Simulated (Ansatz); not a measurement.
Rocksalt NaCl, relaxed with r2SCAN in the plane-wave code Ansatz. Space group Fm-3m (No. 225), cubic; a = 5.605 Å in the conventional setting, 22.02 Å³ an atom. Around Na lie 6 Cl at 2.80 Å; around Cl lie 6 Na at 2.80 Å.

The axes x, y and z are those of this cell:
```
Na Cl
1.0
     0.00000    2.80270    2.80270
     2.80270    0.00000    2.80270
     2.80270    2.80270    0.00000
Na Cl
1 1
Direct
  0.00000 0.00000 0.00000
  0.50000 0.50000 0.50000
```

Unstrained: PBE gives a direct gap of 5.180 eV at Γ. With r2SCAN the gap is 5.975 eV and direct, at Γ. With HSE06 the gap is 6.559 eV and direct, at Γ. Meshes: PBE 8×8×8, r2SCAN 8×8×8, HSE06 6×6×6. Strains are changes of length per length, and xy shears are angles. After each strain the atoms were relaxed again with r2SCAN within the symmetry that the strain leaves, so tilts or polar shifts that break it weren't tested; points keep the names that they have in the unstrained zone. (Simulation; spin polarisation is off.)

Q: For epitaxial -1.95 % in the plane normal to [111], how far does the free direction move, and what happens to the gap?

A: The normal strain at zero normal stress is +1.64 %, 0.84 of the in-plane strain with the sign turned. PBE: the gap goes from 5.180 to 5.214 eV (+0.034 eV); with r2SCAN the top three valence levels at Γ, degenerate before, become 2+1 from the top over 151 meV. r2SCAN: the gap goes from 5.975 to 6.014 eV (+0.039 eV). HSE06: the gap goes from 6.559 to 6.598 eV (+0.039 eV).

Q: One strain changed the r2SCAN stress by xx +0.01, yy +0.01, zz -0.01, xy -0.45 GPa (compression positive) and the gap by -0.068 eV (PBE), -0.070 eV (r2SCAN), -0.070 eV (HSE06). Which kind of strain was it, and roughly how large?

A: Xy shear, engineering strain (angle) +3.27 %. The pattern of the stress gives the kind; the size needs the stiffness, so it is an estimate.

Q: Apply biaxial +3.16 % in x and y, z held. How far does the gap move, against the unstrained cell?

A: PBE: the gap goes from 5.180 to 4.935 eV (-0.245 eV); with r2SCAN the top three valence levels at Γ, degenerate before, become 2+1 from the top over 28 meV. r2SCAN: the gap goes from 5.975 to 5.714 eV (-0.261 eV). HSE06: the gap goes from 6.559 to 6.295 eV (-0.264 eV). The r2SCAN energy rises by 8.3 meV an atom.

The meshes of the hybrids are coarse, so their gaps aren't converged to the digits shown.

The splittings at Γ are without spin-orbit coupling, which regroups them where it is of like size or larger.
